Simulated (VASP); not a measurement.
Input of a VASP 6.6.1 run:

Contents of run.py:

```python
from ase.calculators.vasp import Vasp
from ase.eos import EquationOfState
from ase.io import Trajectory
from ase.io import read
from ase.units import GPa

atoms = read('ZrN.cif')
calc = Vasp(
    directory='calc',
    xc='pbe',
    pp='PBE',
    setups='minimal',
    prec='Accurate',
    encut=500,
    ediff=1e-07,
    ismear=-5,
    sigma=0.05,
    lreal=False,
    lasph=True,
    nelm=80,
    algo='Normal',
    isif=2,
    lwave=False,
    lcharg=False,
    lorbit=11,
    lsorbit=True,
    gga_compat=False,
    lmaxmix=4,
    ivdw=12,
    kpts=[7, 7, 7],
    gamma=True,
)
atoms.calc = calc
cell = atoms.cell.copy()
volumes, energies = [], []
traj = Trajectory('eos.traj', 'w')
for x in [0.94, 0.96, 0.98, 1.0, 1.02, 1.04, 1.06]:
    atoms.set_cell(cell * x ** (1 / 3), scale_atoms=True)
    volumes.append(atoms.get_volume())
    energies.append(atoms.get_potential_energy())
    traj.write(atoms)
    print(f'{x:5.2f} {volumes[-1]:12.5f} {energies[-1]:14.6f}')

v0, e0, B = EquationOfState(volumes, energies, eos='birchmurnaghan').fit()
print(f'V0 = {v0:.4f} A^3, E0 = {e0:.6f} eV, B = {B / GPa:.2f} GPa')
```

The input ZrN.cif:

```cif
data_ZrN
_cell_length_a 3.25269119
_cell_length_b 3.25269119
_cell_length_c 3.25269119
_cell_angle_alpha 60.00000000
_cell_angle_beta 60.00000000
_cell_angle_gamma 60.00000000
_space_group_name_H-M_alt 'P1'
_space_group_name_Hall 'P 1'
_space_group_IT_number 1
loop_
_space_group_symop_operation_xyz
'x,y,z'
loop_
_atom_site_label
_atom_site_type_symbol
_atom_site_symmetry_multiplicity
_atom_site_Wyckoff_symbol
_atom_site_fract_x
_atom_site_fract_y
_atom_site_fract_z
_atom_site_occupancy
Zr1 Zr 1 a 0.5000000000 0.5000000000 0.5000000000 1
N1 N 1 a 0.0000000000 0.0000000000 0.0000000000 1
```

Potentials or basis: VASP PAW PBE potentials, release 64 (Zr_sv, N).

The run is started by

```console
$ python run.py
```

Q: What does it give for the pressure derivative of the bulk modulus?

A: 4.3.

Q: Predict the equilibrium volume.

A: 11.87 Å³/atom.

Energy against volume, from the lowest point:
```tsv
volume (Å³/atom)	energy (meV/atom)
11.437	13.48
11.680	2.32
11.924	0.00
12.167	5.67
12.410	18.48
12.654	37.77
12.897	62.70
```
